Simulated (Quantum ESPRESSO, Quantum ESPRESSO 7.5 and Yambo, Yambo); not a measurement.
# A GW chain in Yambo: PbSe (Clausthalite)

Aim: the G0W0 gap of PbSe (Clausthalite) on PBE, step by step.

Main program and level: Quantum ESPRESSO 7.5 and Yambo 5.3.0; PBE and many-body steps on it, plane waves.

### 1. Set-up

The structure is cubic, space group Fm-3m (No. 225). The conventional cell has a = 6.121 Å, b = 6.121 Å, c = 6.121 Å, α = 90.00°, β = 90.00°, γ = 90.00°. Pb has 6 Se at 3.06 Å nearest. Nearest to Se lie 6 Pb at 3.06 Å. Farther neighbours and most contacts between anions are not listed.

The cell and positions come from the Crystallography Open Database and are kept as given unless a step says otherwise. Spin-orbit coupling is left out unless a step names it.

### 2. Ground state

This step: Quantum ESPRESSO 7.5; DFT, PBE, plane waves, norm-conserving pseudopotentials.

The ground-state density comes first.

Contents of pw.in:

```
&control
  calculation = 'scf'
  prefix = 'x'
  outdir = 'o'
  pseudo_dir = 'pseudo'
/
&system
  ibrav = 0
  nat = 2
  ntyp = 2
  ecutwfc = 104.0
  nbnd = 28
  force_symmorphic = .true.
/
&electrons
  conv_thr = 1e-10
  electron_maxstep = 80
  mixing_beta = 0.5
/
ATOMIC_SPECIES
  Pb 207.2 Pb.upf
  Se 78.971 Se.upf
CELL_PARAMETERS angstrom
  -0.0000000000 3.0606500000 3.0606500000
  3.0606500000 -0.0000000000 3.0606500000
  3.0606500000 3.0606500000 -0.0000000000
ATOMIC_POSITIONS crystal
  Pb 0.0000000000 0.0000000000 0.0000000000
  Se 0.5000000000 0.5000000000 0.5000000000
K_POINTS automatic
  6 6 6 0 0 0
```

Run with:

```bash
$ OMP_NUM_THREADS=1 mpirun -n 4 pw.x -nk 4 -in pw.in > pw.out
```

Output:

```text
Program PWSCF v.7.5 starts

     This program is part of the open-source Quantum ESPRESSO suite
     for quantum simulation of materials; please cite
         "P. Giannozzi et al., J. Phys.:Condens. Matter 21 395502 (2009);
         "P. Giannozzi et al., J. Phys.:Condens. Matter 29 465901 (2017);
         "P. Giannozzi et al., J. Chem. Phys. 152 154105 (2020);
     in publications or presentations arising from this work. More details at
     Message from routine setup:
     using ibrav=0 with symmetry is DISCOURAGED, use correct ibrav instead

     G-vector sticks info

     bravais-lattice index     =            0
     lattice parameter (alat)  =       8.1795  a.u.
     unit-cell volume          =     386.9614 (a.u.)^3
     number of atoms/cell      =            2
     number of atomic types    =            2
     number of electrons       =        46.00
     number of Kohn-Sham states=           28
     kinetic-energy cutoff     =     104.0000  Ry
     charge density cutoff     =     416.0000  Ry
     scf convergence threshold =      1.0E-10
     mixing beta               =       0.5000
     number of iterations used =            8  plain     mixing
     Exchange-correlation= PBE
                           (   1   4   3   4   0   0   0)

     celldm(1)=   8.179515  celldm(2)=   0.000000  celldm(3)=   0.000000
     celldm(4)=   0.000000  celldm(5)=   0.000000  celldm(6)=   0.000000

     crystal axes: (cart. coord. in units of alat)
               a(1) = (  -0.000000   0.707107   0.707107 )
               a(2) = (   0.707107  -0.000000   0.707107 )
               a(3) = (   0.707107   0.707107  -0.000000 )

     reciprocal axes: (cart. coord. in units 2 pi/alat)
               b(1) = ( -0.707107  0.707107  0.707107 )
               b(2) = (  0.707107 -0.707107  0.707107 )
               b(3) = (  0.707107  0.707107 -0.707107 )
     Pseudo is Norm-conserving + core correction, Zval = 22.0
     Generated using ONCVPSP code by D. R. Hamann
     Using radial grid of 1692 points,  7 beta functions with:
     Pseudo is Norm-conserving + core correction, Zval = 24.0
     Generated using ONCVPSP code by D. R. Hamann
     Using radial grid of 1214 points,  6 beta functions with:
     Pb               22.00   207.20000     Pb( 1.00)
     Se               24.00    78.97100     Se( 1.00)

     48 Sym. Ops., with inversion, found

   Cartesian axes

     site n.     atom                  positions (alat units)
         1        Pb     tau(   1) = (   0.0000000   0.0000000   0.0000000  )
         2        Se     tau(   2) = (   0.7071068   0.7071068   0.7071068  )

     number of k points=    16
                       cart. coord. in units 2pi/alat
        k(    1) = (   0.0000000   0.0000000   0.0000000), wk =   0.0092593
        k(    2) = (   0.1178511   0.1178511  -0.1178511), wk =   0.0740741
        k(    3) = (   0.2357023   0.2357023  -0.2357023), wk =   0.0740741
        k(    4) = (  -0.3535534  -0.3535534   0.3535534), wk =   0.0370370
        k(    5) = (   0.2357023   0.0000000  -0.0000000), wk =   0.0555556
        k(    6) = (   0.3535534   0.1178511  -0.1178511), wk =   0.2222222
        k(    7) = (  -0.2357023  -0.4714045   0.4714045), wk =   0.2222222
        k(    8) = (  -0.1178511  -0.3535534   0.3535534), wk =   0.2222222
        k(    9) = (   0.0000000  -0.2357023   0.2357023), wk =   0.1111111
        k(   10) = (   0.4714045   0.0000000  -0.0000000), wk =   0.0555556
     [... 4 further rows ...]
        k(   15) = (  -0.1178511  -0.3535534   0.5892557), wk =   0.2222222
        k(   16) = (  -0.7071068   0.2357023   0.0000000), wk =   0.1111111

     Dense  grid:    55369 G-vectors     FFT dimensions: (  54,  54,  54)

     Initial potential from superposition of free atoms

     starting charge      45.9978, renormalised to      46.0000
     Starting wfcs are   26 randomized atomic wfcs +    2 random wfcs

     per-process dynamical memory:    47.6 Mb

     Self-consistent Calculation

     iteration #  1     ecut=   104.00 Ry     beta= 0.50

     Threshold (ethr) on eigenvalues was too large:
     Diagonalizing with lowered threshold

     total energy              =   -1096.16120471 Ry
     estimated scf accuracy    <       0.07404077 Ry

     iteration #  2     ecut=   104.00 Ry     beta= 0.50

     total energy              =   -1096.17971315 Ry
     estimated scf accuracy    <       0.00835290 Ry

     iteration #  3     ecut=   104.00 Ry     beta= 0.50

     total energy              =   -1096.18146416 Ry
     estimated scf accuracy    <       0.00068357 Ry

     iteration #  4     ecut=   104.00 Ry     beta= 0.50

     total energy              =   -1096.18153800 Ry
     estimated scf accuracy    <       0.00003377 Ry

     iteration #  5     ecut=   104.00 Ry     beta= 0.50

     total energy              =   -1096.18154001 Ry
     estimated scf accuracy    <       0.00002711 Ry

     iteration #  6     ecut=   104.00 Ry     beta= 0.50

     total energy              =   -1096.18154445 Ry
     estimated scf accuracy    <       0.00000008 Ry

     iteration #  7     ecut=   104.00 Ry     beta= 0.50

     total energy              =   -1096.18154449 Ry
     estimated scf accuracy    <       0.00000006 Ry

     iteration #  8     ecut=   104.00 Ry     beta= 0.50

     total energy              =   -1096.18154450 Ry
     estimated scf accuracy    <          2.0E-09 Ry

     iteration #  9     ecut=   104.00 Ry     beta= 0.50

     End of self-consistent calculation

          k = 0.0000 0.0000 0.0000 (  6879 PWs)   bands (ev):

  -196.7045-136.1827-136.1827-136.1827-128.8479 -70.5358 -70.5358 -70.5358
   -36.3532 -36.3532 -36.3513 -36.3513 -36.3513  -5.9442  -5.9442  -5.9442
    -5.9403  -5.9403  -2.6984   4.5885   9.0191   9.0191   9.0191  15.6108
    15.6108  15.6108  17.4276  17.4276

          k = 0.1179 0.1179-0.1179 (  6928 PWs)   bands (ev):

  -196.7045-136.1827-136.1827-136.1827-128.8479 -70.5359 -70.5358 -70.5358
   -36.3532 -36.3532 -36.3513 -36.3513 -36.3513  -5.9473  -5.9473  -5.9432
    -5.9352  -5.9352  -2.4916   3.9323   9.0918   9.0918   9.4696  14.0323
    14.5608  14.5608  17.2315  18.0070

          k = 0.2357 0.2357-0.2357 (  6952 PWs)   bands (ev):

  -196.7045-136.1827-136.1827-136.1827-128.8479 -70.5359 -70.5358 -70.5358
   -36.3532 -36.3532 -36.3513 -36.3512 -36.3512  -5.9594  -5.9594  -5.9418
    -5.9189  -5.9189  -1.9786   2.7264   9.2882   9.2882  10.2250  12.2436
    13.1815  13.1815  17.9992  19.4646

          k =-0.3536-0.3536 0.3536 (  6934 PWs)   bands (ev):

     [... further k-points ...]

     highest occupied, lowest unoccupied level (ev):    10.8961   11.1937

!    total energy              =   -1096.18154450 Ry
     estimated scf accuracy    <          7.3E-11 Ry

     The total energy is the sum of the following terms:
     one-electron contribution =    -849.94194583 Ry
     hartree contribution      =     399.07013860 Ry
     xc contribution           =    -125.69271700 Ry
     ewald contribution        =    -519.61702027 Ry

     convergence has been achieved in   9 iterations

     XML data file, charge density, pseudopotentials, collected wavefunctions

=------------------------------------------------------------------------------=
   JOB DONE.
=------------------------------------------------------------------------------=
```

It took 14 s on 4 MPI ranks of Arm Neoverse V2, shared host; peak memory 0.4 GiB.

Numbers from this step:

```yaml
total_energy: -14914.3097 eV
gap: 0.2975 eV
k_of_the_valence_top: 0, 0, -0.5
k_of_the_conduction_bottom: 0, 0, -0.5
least_direct_gap: 0.2975 eV
```

The gap is direct, at (0.000, 0.000, -0.500).

### 3. Bands along the symmetry lines

The cheap functional maps the bands first; the places of the edges decide which points the dearer methods must see.

Contents of pw.in:

```
&control
  calculation = 'bands'
  prefix = 'x'
  outdir = 'o'
  pseudo_dir = 'pseudo'
/
&system
  ibrav = 0
  nat = 2
  ntyp = 2
  ecutwfc = 104.0
  nbnd = 29
  force_symmorphic = .true.
/
&electrons
  conv_thr = 1e-9
  electron_maxstep = 80
  diago_full_acc = .true.
  diago_thr_init = 5e-6
/
ATOMIC_SPECIES
  Pb 207.2 Pb.upf
  Se 78.971 Se.upf
CELL_PARAMETERS angstrom
  -0.0000000000 3.0606500000 3.0606500000
  3.0606500000 -0.0000000000 3.0606500000
  3.0606500000 3.0606500000 -0.0000000000
ATOMIC_POSITIONS crystal
  Pb 0.0000000000 0.0000000000 0.0000000000
  Se 0.5000000000 0.5000000000 0.5000000000
K_POINTS crystal
  50
  0.00000000 0.00000000 0.00000000 1
  0.06250000 0.00000000 0.06250000 1
  0.12500000 0.00000000 0.12500000 1
  0.18750000 0.00000000 0.18750000 1
  0.25000000 0.00000000 0.25000000 1
  0.31250000 0.00000000 0.31250000 1
  0.37500000 0.00000000 0.37500000 1
  0.43750000 0.00000000 0.43750000 1
  0.50000000 0.00000000 0.50000000 1
  0.51562500 0.03125000 0.51562500 1
  0.53125000 0.06250000 0.53125000 1
  0.54687500 0.09375000 0.54687500 1
  0.56250000 0.12500000 0.56250000 1
  0.57812500 0.15625000 0.57812500 1
  0.59375000 0.18750000 0.59375000 1
  0.60937500 0.21875000 0.60937500 1
  0.62500000 0.25000000 0.62500000 1
  0.37500000 0.37500000 0.75000000 1
  0.32812500 0.32812500 0.65625000 1
  0.28125000 0.28125000 0.56250000 1
  0.23437500 0.23437500 0.46875000 1
  0.18750000 0.18750000 0.37500000 1
  0.14062500 0.14062500 0.28125000 1
  0.09375000 0.09375000 0.18750000 1
  0.04687500 0.04687500 0.09375000 1
  0.00000000 0.00000000 0.00000000 1
  0.06250000 0.06250000 0.06250000 1
  0.12500000 0.12500000 0.12500000 1
  0.18750000 0.18750000 0.18750000 1
  0.25000000 0.25000000 0.25000000 1
  0.31250000 0.31250000 0.31250000 1
  0.37500000 0.37500000 0.37500000 1
  0.43750000 0.43750000 0.43750000 1
  0.50000000 0.50000000 0.50000000 1
  0.50000000 0.46875000 0.53125000 1
  0.50000000 0.43750000 0.56250000 1
  0.50000000 0.40625000 0.59375000 1
  0.50000000 0.37500000 0.62500000 1
  0.50000000 0.34375000 0.65625000 1
  0.50000000 0.31250000 0.68750000 1
  0.50000000 0.28125000 0.71875000 1
  0.50000000 0.25000000 0.75000000 1
  0.50000000 0.21875000 0.71875000 1
  0.50000000 0.18750000 0.68750000 1
  0.50000000 0.15625000 0.65625000 1
  0.50000000 0.12500000 0.62500000 1
  0.50000000 0.09375000 0.59375000 1
  0.50000000 0.06250000 0.56250000 1
  0.50000000 0.03125000 0.53125000 1
  0.50000000 0.00000000 0.50000000 1
```

Output:

```text
[banner, memory and clock lines left out]
Program PWSCF v.7.5 starts

     Atomic positions and unit cell read from directory:
     o/x.save/

     Message from routine setup:
     using ibrav=0 with symmetry is DISCOURAGED, use correct ibrav instead

     G-vector sticks info

     bravais-lattice index     =            0
     lattice parameter (alat)  =       8.1795  a.u.
     unit-cell volume          =     386.9614 (a.u.)^3
     number of atoms/cell      =            2
     number of atomic types    =            2
     number of electrons       =        46.00
     number of Kohn-Sham states=           29
     kinetic-energy cutoff     =     104.0000  Ry
     charge density cutoff     =     416.0000  Ry
     Exchange-correlation= PBE
                           (   1   4   3   4   0   0   0)

     celldm(1)=   8.179515  celldm(2)=   0.000000  celldm(3)=   0.000000
     celldm(4)=   0.000000  celldm(5)=   0.000000  celldm(6)=   0.000000

     crystal axes: (cart. coord. in units of alat)
               a(1) = (  -0.000000   0.707107   0.707107 )
               a(2) = (   0.707107  -0.000000   0.707107 )
               a(3) = (   0.707107   0.707107  -0.000000 )

     reciprocal axes: (cart. coord. in units 2 pi/alat)
               b(1) = ( -0.707107  0.707107  0.707107 )
               b(2) = (  0.707107 -0.707107  0.707107 )
               b(3) = (  0.707107  0.707107 -0.707107 )
     Pseudo is Norm-conserving + core correction, Zval = 22.0
     Generated using ONCVPSP code by D. R. Hamann
     Using radial grid of 1692 points,  7 beta functions with:
     Pseudo is Norm-conserving + core correction, Zval = 24.0
     Generated using ONCVPSP code by D. R. Hamann
     Using radial grid of 1214 points,  6 beta functions with:
     Pb               22.00   207.20000     Pb( 1.00)
     Se               24.00    78.97100     Se( 1.00)

     48 Sym. Ops., with inversion, found

   Cartesian axes

     site n.     atom                  positions (alat units)
         1        Pb     tau(   1) = (   0.0000000   0.0000000   0.0000000  )
         2        Se     tau(   2) = (   0.7071068   0.7071068   0.7071068  )

     number of k points=    50
                       cart. coord. in units 2pi/alat
        k(    1) = (   0.0000000   0.0000000   0.0000000), wk =   0.0400000
        k(    2) = (   0.0000000   0.0883883   0.0000000), wk =   0.0400000
        k(    3) = (   0.0000000   0.1767767   0.0000000), wk =   0.0400000
[...]
[... 38 further rows ...]
        k(   49) = (   0.0441942   0.7071068   0.0000000), wk =   0.0400000
        k(   50) = (   0.0000000   0.7071068   0.0000000), wk =   0.0400000

     Dense  grid:    55369 G-vectors     FFT dimensions: (  54,  54,  54)

     The potential is recalculated from file :
     o/x.save/charge-density

     Starting wfcs are   26 randomized atomic wfcs +    3 random wfcs

     Band Structure Calculation

     End of band structure calculation

          k = 0.0000 0.0000 0.0000 (  6879 PWs)   bands (ev):

  -196.7043-136.1826-136.1826-136.1826-128.8480 -70.5359 -70.5359 -70.5359
   -36.3531 -36.3531 -36.3512 -36.3512 -36.3512  -5.9442  -5.9442  -5.9442
    -5.9403  -5.9403  -2.6984   4.5885   9.0191   9.0191   9.0191  15.6108
    15.6108  15.6108  17.4276  17.4276  17.4276

          k = 0.0000 0.0884 0.0000 (  6907 PWs)   bands (ev):

  -196.7043-136.1826-136.1826-136.1826-128.8480 -70.5359 -70.5359 -70.5359
   -36.3531 -36.3531 -36.3512 -36.3512 -36.3512  -5.9449  -5.9427  -5.9426
[...]
15.5429  15.5429  17.0840  17.7122  17.7122

          k = 0.0000 0.1768 0.0000 (  6923 PWs)   bands (ev):

  -196.7043-136.1826-136.1826-136.1826-128.8480 -70.5359 -70.5359 -70.5359
[...]
15.4629  15.4629  16.4907  18.4244  18.4244

          k =-0.0000 0.2652 0.0000 (  6935 PWs)   bands (ev):

[...]
k = 0.0000 0.4419-0.0000 (  6947 PWs)   bands (ev):

[...]
k =-0.0000 0.5303 0.0000 (  6955 PWs)   bands (ev):

[...]
k = 0.0000 0.6187-0.0000 (  6946 PWs)   bands (ev):

[...]
k = 0.4640 0.4640-0.0000 (  6901 PWs)   bands (ev):

[...]
k = 0.3315 0.3315-0.0000 (  6927 PWs)   bands (ev):

[...]
k = 0.3094 0.7071-0.0000 (  6898 PWs)   bands (ev):

[...]
k = 0.2210 0.7071-0.0000 (  6924 PWs)   bands (ev):

[...]
k = 0.1768 0.7071-0.0000 (  6928 PWs)   bands (ev):

[...]
k = 0.0442 0.7071 0.0000 (  6956 PWs)   bands (ev):

  -196.7043-136.1826-136.1826-136.1826-128.8480 -70.5360 -70.5359 -70.5359
[...]
16.3552  16.5403  16.9219  22.3059  22.6609

          k = 0.0000 0.7071 0.0000 (  6918 PWs)   bands (ev):

  -196.7043-136.1826-136.1826-136.1826-128.8480 -70.5360 -70.5359 -70.5359
   -36.3532 -36.3531 -36.3512 -36.3511 -36.3511  -6.0679  -5.9622  -5.9213
    -5.8997  -5.8997  -1.2656   3.5125   5.9176   7.6646   7.6646  14.6027
    16.5079  16.5079  16.9439  22.2420  22.5507

     XML data file, pseudopotentials, collected wavefunctions
```

It took 9.3 s on 4 MPI ranks; peak memory 0.31 GiB; 37 s of CPU time.

Numbers from this step:

- gap: 0.2975 eV
- k of the valence top: 0.5, 0.5, 0.5
- k of the conduction bottom: 0.5, 0.5, 0.5
- least direct gap: 0.2975 eV

The gap is 0.298 eV, as in the run before at this level.

The electronic bands at the labelled points (eV, zero at the top of the highest filled band):

```csv
point,band 20,band 21,band 22,band 23,band 24,band 25,band 26,band 27
Γ,-6.31,-1.88,-1.88,-1.88,4.71,4.71,4.71,6.53
halfway,-7.38,-2.60,-2.60,-1.63,2.40,4.56,4.76,4.76
X,-7.38,-4.98,-3.23,-3.23,3.71,5.61,5.61,6.05
halfway,-7.60,-4.87,-3.10,-2.99,3.86,5.10,5.33,5.88
U,-8.04,-4.57,-2.72,-2.39,3.40,4.02,5.44,5.84
jump to K,-8.04,-4.57,-2.72,-2.39,3.40,4.02,5.44,5.84
halfway,-7.80,-2.89,-1.38,-0.43,1.26,2.18,4.21,7.17
Γ,-6.31,-1.88,-1.88,-1.88,4.71,4.71,4.71,6.53
halfway,-7.57,-1.72,-1.72,-1.05,2.17,2.92,2.92,6.54
L,-8.80,-1.47,-1.47,0.00,0.30,1.70,1.70,8.56
halfway,-8.47,-3.25,-2.87,-0.82,1.40,3.43,4.11,7.63
W,-8.02,-4.23,-4.23,-0.79,1.89,4.95,4.96,7.74
halfway,-7.73,-4.77,-3.56,-2.24,3.83,4.12,5.72,6.14
X,-7.38,-4.98,-3.23,-3.23,3.71,5.61,5.61,6.05
```

The electronic bands as a text plot (rows in eV, shown from -8.0 to 6.3 only):

```
    6.0 | +          ++++ +                                  ++++
    5.4 |  ++     +++++++++                                ++   +
    4.8 |++++++++++    ++  +++       ++++              ++++++  +
    4.2 | +     +++      ++   ++++++++  +++           ++     ++
    3.6 |       ++ ++++++++        ++    +++         ++      + ++
    3.0 |                  +       ++      ++       ++
    2.4 |  ++ ++           +++  +++         +++     +       +
    1.8 |    +              ++++ ++          +++++++   +++++
    1.2 |                     +++              +     ++
    0.6 |                                       + +++
    0.0 |                                       *+**
   -0.6 |                     *****          ***    *******
   -1.1 |  ***              **  *  **      **              **
   -1.7 |**   **           ***** ********************
   -2.3 |  *****         ***     ****               **       **
   -2.9 |       ***********     *                    **        **
   -3.5 |                   ****                      **     ****
   -4.1 |         *        *                            *****
   -4.7 |          ********                                 *****
   -5.3 |
   -5.9 |
   -6.5 |****                        ******
   -7.1 |    ***     *           ****      *
   -7.7 |       ***** ****      *           *              ******
         Γ           X  U|K            Γ         L        W     X
```

(Part 1 of 3 ends here.)

[Paths, hosts, dates, memory and timing lines, banners, echoed tables and standing remarks are left out of the program output.]

[Logs are printed without paths, hosts, clocks, repeated set-up lines and the standing remarks that a program may print on its own settings, such as how far it seeks lower states.]

[Runs of the session that timed out or met a known fault of the program may be left out.]

[Hosts, paths, dates, database ids (printed as entryN), source tags and the programs' standing remarks are cut or masked in the printed files.]
